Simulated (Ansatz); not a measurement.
# Structure relaxation of Cr

Theory: DFT PBE, scalar-relativistic, plane waves, PAW (Ansatz 0.2.0). Cutoff 420 eV, Γ-centred k mesh, Gaussian smearing, no spin polarisation in the final step.

Cr was placed on the alpha-gallium structure type (Cmce, No. 64), at a guessed volume.

```
Cr
1.0
     2.01021   -3.40693    0.00000
     2.01021    3.40693    0.00000
     0.00000    0.00000    4.02577
Cr
4
Cartesian
  2.0102 2.3678 0.3160
  2.0102 -1.0391 1.6969
  2.0102 -2.3678 3.7097
  2.0102 1.0391 2.3289
```

Cell and atoms relax at zero pressure; the relaxation can't lower the symmetry of the start. After a coarse first stage the cell is made exact in the group found at 0.06 Å.

Energies count from the standard state of Cr at the same level.

Task: Which crystal results?

Result: It ends in Fmmm (No. 69). Conventional cell: a = 2.770 Å, b = 3.985 Å, c = 8.734 Å. Cr has 7 Cr at 2.29–2.49 Å and 4 Cr at 2.77–2.87 Å.

Space group Fmmm (No. 69). a = 2.770 Å, b = 3.985 Å, c = 8.734 Å, α = 90.00°, β = 90.00°, γ = 90.00°
```json
{"atom": "Cr", "site": "8i", "symmetry": "mm2", "x": "0.0000", "y": "0.0000", "z": "0.1313"}
```

Task: What are its volume, energy, density and gap?

Result: The volume per atom is 12.05 Å³. The density is 7.16 g/cm³. The energy over the standard structure is 0.50 eV/atom. The gap on the 24×24×24 mesh is 0 eV (a metal).

The final run used a 24×24×24 mesh on its 2-atom cell and 0.10 eV smearing. The k mesh leaves about 4 meV/atom of noise in metals. A structure relaxed within its symmetry needn't be a true minimum.